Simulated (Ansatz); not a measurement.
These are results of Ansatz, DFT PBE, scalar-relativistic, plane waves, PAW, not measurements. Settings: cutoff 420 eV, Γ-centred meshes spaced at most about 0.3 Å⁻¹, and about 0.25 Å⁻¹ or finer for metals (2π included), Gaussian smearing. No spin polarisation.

Temperature and zero-point effects are left out.

Problem. Order these relaxed structures of Mg2B3 by energy, lowest first, with the energy over the lowest of them.
1.

```cif
data_structure
_symmetry_space_group_name_H-M 'R-3m:H'
_symmetry_Int_Tables_number 166
_cell_length_a 3.0529
_cell_length_b 3.0529
_cell_length_c 21.1353
_cell_angle_alpha 90.000
_cell_angle_beta 90.000
_cell_angle_gamma 120.000
_cell_volume 170.60
loop_
_atom_site_label
_atom_site_type_symbol
_atom_site_symmetry_multiplicity
_atom_site_Wyckoff_symbol
_atom_site_fract_x
_atom_site_fract_y
_atom_site_fract_z
_atom_site_occupancy
Mg1 Mg 6 c 0.33333 0.66667 0.08134 1
B1 B 3 a 0.00000 0.00000 0.00000 1
B2 B 6 c 0.00000 0.00000 0.16602 1
```

2.

```cif
data_structure
_symmetry_space_group_name_H-M 'P6/mmm'
_symmetry_Int_Tables_number 191
_cell_length_a 4.6013
_cell_length_b 4.6013
_cell_length_c 4.6795
_cell_angle_alpha 90.000
_cell_angle_beta 90.000
_cell_angle_gamma 120.000
_cell_volume 85.80
loop_
_atom_site_label
_atom_site_type_symbol
_atom_site_symmetry_multiplicity
_atom_site_Wyckoff_symbol
_atom_site_fract_x
_atom_site_fract_y
_atom_site_fract_z
_atom_site_occupancy
Mg1 Mg 2 d 0.33333 0.66667 0.50000 1
B1 B 2 e 0.00000 0.00000 0.66866 1
B2 B 1 a 0.00000 0.00000 0.00000 1
```

3.

```cif
data_structure
_symmetry_space_group_name_H-M 'P4_2/mcm'
_symmetry_Int_Tables_number 132
_cell_length_a 6.7078
_cell_length_b 6.7078
_cell_length_c 3.1426
_cell_angle_alpha 90.000
_cell_angle_beta 90.000
_cell_angle_gamma 90.000
_cell_volume 141.40
loop_
_atom_site_label
_atom_site_type_symbol
_atom_site_symmetry_multiplicity
_atom_site_Wyckoff_symbol
_atom_site_fract_x
_atom_site_fract_y
_atom_site_fract_z
_atom_site_occupancy
Mg1 Mg 4 j 0.75347 0.24653 0.00000 1
B1 B 4 e 0.50000 0.00000 0.75000 1
B2 B 2 b 0.00000 0.00000 0.75000 1
```

Solution. 3 (0 meV/atom), 1 (115 meV/atom), 2 (435 meV/atom). Forms: cell 3 P4_2/mcm; cell 1 R-3m; cell 2 P6/mmm. Counting B atoms around Mg (those within 1.25 times the shortest such distance or 1.15 times the sum of covalent radii; the shortest distance is added where it is long for a bond): cell 3 has Mg 6; cell 1 has Mg 9; cell 2 has Mg 6 from 2.8 Å. Cell 3 holds B–B chains (shortest 1.57 Å); cell 1 holds B–B nets (shortest 1.76 Å); cell 2 holds B–B chains (shortest 1.55 Å). All come from invented guesses. Even the lowest of the cells shown lies +0.21 eV/atom against the elements.

Cells relaxed within their symmetry can be saddle points. Some structure types and database cells were kept out of the candidates from the start, so a known form may be missing.
